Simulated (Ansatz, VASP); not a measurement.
NaH in VASP and in Ansatz

File INCAR:

```
ALGO = Normal ; EDIFF = 1E-6
ENCUT = 520 ; GGA = PE
ISIF = 2 ; ISMEAR = 0
LASPH = T ; LCHARG = F
LREAL = F ; LWAVE = F
NBANDS = 11 ; NELM = 60
PREC = Accurate ; SIGMA = 0.05
```

File KPOINTS:

```
k-points
0
Gamma
  8 8 8
```

The input POSCAR:

```
NaH
1.0
    0.0000000000      2.4400000000      2.5010000000
    2.4400000000      0.0000000000      2.5010000000
    2.4400000000      2.4400000000      0.0000000000
Na H
1 1
Direct
    0.0000000000      0.0000000000      0.0000000000
    0.5000000000      0.5000000000      0.5000000000
```

Input for Ansatz:

```yaml
crystal:
  lattice:
    - [0.0, 2.44, 2.501]
    - [2.44, 0.0, 2.501]
    - [2.44, 2.44, 0.0]
  atoms:
    - { symbol: Na, position: [0.0, 0.0, 0.0] }
    - { symbol: H, position: [0.5, 0.5, 0.5] }
basis:
  ecutwfc: 420
kpoints:
  mp_grid: { grid: [8, 8, 8] }
hamiltonian:
  xc: pbe
scf:
  occupations: { method: gaussian, width: 0.05 }
output:
  forces: true
  stress: true
  eigenvalues: true
```

Change from the starting cell: strain +0.000 along x and y, +0.025 along z, atoms carried along.

Alike in both runs: task single point; functional PBE; k mesh 8 × 8 × 8; occupations gaussian, width 0.05 eV; no spin polarisation.

```csv
,VASP,Ansatz
version,VASP 6.6.1,Ansatz 0.2.0
potentials or method,"VASP PAW PBE potentials, release 64 (Na_pv, H)","scalar-relativistic, plane waves, PAW"
plane-wave cutoff (eV),520,420
valence electrons in the cell,8,10
```

|  | VASP | Ansatz | Ansatz less VASP |
| --- | --- | --- | --- |
| gap on the k mesh at the Fermi level (eV) | 3.65 | 3.65 | +0.002 |
| least direct gap on the mesh (eV) | 4.50 | 4.51 | +0.004 |
| pressure (GPa) | -1.2 | -1.1 | +0.03 |
| largest component of the traceless stress (GPa) | 0.38 | 0.38 | -0.004 |

The two sets of potentials don't hold the same shells in valence.

A k mesh can miss the band edges.
